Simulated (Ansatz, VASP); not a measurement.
**One calculation of GaN, two programs**

```
CELL_PARAMETERS angstrom
3.15181 0.00000 0.00000
-1.57590 2.72955 0.00000
0.00000 0.00000 5.13841
ATOMIC_POSITIONS crystal
Ga 0.33333 0.66667 0.99930
Ga 0.66667 0.33333 0.49930
N 0.33333 0.66667 0.37570
N 0.66667 0.33333 0.87570
```

Alike in both runs: functional LDA; k mesh 12 × 12 × 6; occupations gaussian, width 0.02 eV; no spin polarisation.

Ansatz relaxed the structure, and its values are those at the end. VASP's run is a single point on that final structure, the one shown.

```csv
,VASP,Ansatz
version,VASP 6.6.1,Ansatz 0.2.0
potentials or method,"VASP PAW LDA potentials, release 64 (Ga_d, N)","scalar-relativistic, plane waves, PAW"
plane-wave cutoff (eV),520,420
valence electrons in the cell,36,36
```

Ansatz gave:

```
gap on the k mesh at the Fermi level (eV) : 2.13
least direct gap on the mesh (eV)         : 2.13
pressure (GPa)                            : 0.0
```

Q: Estimate VASP's values.

A: gap on the k mesh at the Fermi level (eV): 2.15; least direct gap on the mesh (eV): 2.15; pressure (GPa): 1.1.

As with any semilocal functional, this LDA gap is likely too small.
